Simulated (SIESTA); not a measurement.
The system is Sb.

```
CELL_PARAMETERS angstrom
2.15420 1.24373 3.75800
-2.15420 1.24373 3.75800
0.00000 -2.48746 3.75800
ATOMIC_POSITIONS crystal
Sb 0.76651 0.76651 0.76651
Sb 0.23349 0.23349 0.23349
```

```yaml
Program: SIESTA 5.4.2
Task: relaxation of cell and atoms
Functional: revPBE
Potentials_or_basis: PseudoDojo 0.4 standard (PBE files)
Basis: DZP (energy shift 0.003 Ry; two zetas on semicore shells)
Grid_cutoff: 500 Ry
Energy_shift: 0.003 Ry
k_mesh: 8 × 8 × 8
Occupations: fermi-dirac, width 0.05 eV
Spin: no spin polarisation
```

At the start: pressure 4.6 GPa; volume 30.21 Å³/atom.

Problem. How do energy, volume and symmetry change on relaxing?

Solution. Over 13 steps the energy falls by 34.3 meV/atom and the volume is 32.76 Å³/atom (+8.5 %); space group R-3m (No. 166, to 0.05 Å).

Step by step:
| step | energy change (eV) | largest force (eV/Å) | pressure (GPa) | volume (Å³) |
| --- | --- | --- | --- | --- |
| 1 | 0.0000 | 0.3973 | 4.59 | 60.41 |
| 2 | -0.0312 | 0.2381 | 3.25 | 61.54 |
| 3 | -0.0650 | 0.0844 | 0.40 | 64.43 |
| 4 | -0.0658 | 0.1026 | 0.16 | 64.78 |
| 5 | -0.0667 | 0.1007 | -0.05 | 65.14 |
| 6 | -0.0678 | 0.0689 | -0.18 | 65.46 |
| 7 | -0.0684 | 0.0224 | -0.12 | 65.53 |
| 8 | -0.0685 | 0.0012 | -0.01 | 65.44 |
| 9 | -0.0685 | 0.0011 | 0.02 | 65.41 |
| 10 | -0.0685 | 0.0038 | 0.06 | 65.39 |
| 11 | -0.0686 | 0.0052 | 0.07 | 65.40 |
| 12 | -0.0686 | 0.0033 | 0.05 | 65.46 |
| 13 | -0.0686 | 0.0008 | 0.01 | 65.52 |

Final structure:
```
CELL_PARAMETERS angstrom
2.21401 1.27826 3.85868
-2.21401 1.27826 3.85868
0.00000 -2.55652 3.85868
ATOMIC_POSITIONS crystal
Sb 0.76652 0.76652 0.76652
Sb 0.23348 0.23348 0.23348
```

Caveat: the potentials were made for another functional, which shifts forces and pressure; the basis of atomic orbitals isn't converged, which shifts pressures, moduli and gaps.
